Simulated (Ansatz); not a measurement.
# SiC: moving Si off its site

SiC, F-43m, a = 4.380 Å. The compound has several low-lying forms, and this is one of them. Ansatz: PBE, PAW, 420 eV, Γ-centred 6×6×6 mesh on 8 atoms, Gaussian smearing 0.05 eV; no spin polarisation.

```yaml
crystal:
  lattice:
    - [4.37973, 0.00000, 0.00000]
    - [0.00000, -4.37973, 0.00000]
    - [0.00000, 0.00000, -4.37973]
  atoms:
    - { symbol: Si, position: [0.00000, 0.00000, 0.00000] }
    - { symbol: Si, position: [0.50000, 0.50000, 0.00000] }
    - { symbol: Si, position: [0.50000, 0.00000, 0.50000] }
    - { symbol: Si, position: [0.00000, 0.50000, 0.50000] }
    - { symbol: C, position: [0.75000, 0.75000, 0.75000] }
    - { symbol: C, position: [0.25000, 0.25000, 0.75000] }
    - { symbol: C, position: [0.25000, 0.75000, 0.25000] }
    - { symbol: C, position: [0.75000, 0.25000, 0.25000] }
```

Atom 1 (Si) moves by x along the unit vector (-0.577, 0.577, 0.577), with its periodic images; all else is held. y is the free energy of the cell over the start, F the force along the path summed over the moved atoms.

| x (Å) | y (meV) | F (eV/Å) |
| --- | --- | --- |
| -0.200 | ? | ? |
| -0.160 | 276.9 | 3.24 |
| -0.120 | 160.8 | 2.55 |
| -0.080 | 73.9 | 1.79 |
| -0.040 | 19.1 | 0.94 |
| 0.000 | 0.0 | 0.00 |
| 0.080 | 85.0 | -2.20 |
| 0.120 | 198.6 | -3.50 |
| 0.160 | 367.3 | -4.96 |
| 0.200 | 598.0 | -6.61 |

Question: Fit y = c2 x² + c3 x³ + c4 x⁴ to the energies of the other rows, give the force constant, and predict energy and force of the missing row.

Answer: Least squares on the rows shown. y = 12324 x² + 11042 x³ + 10377 x⁴. The force constant is 2 c2 = 24.6 eV/Å² (for all images moving together, not for a lone atom). The force −dy/dx at the missing row is 3.94 eV/Å (computed 3.86). At x = -0.200 the fit asked for gives 421.2 meV. The run gave 419.0 meV, so the fit is 2.2 meV too high, a small miss on the scale of the series.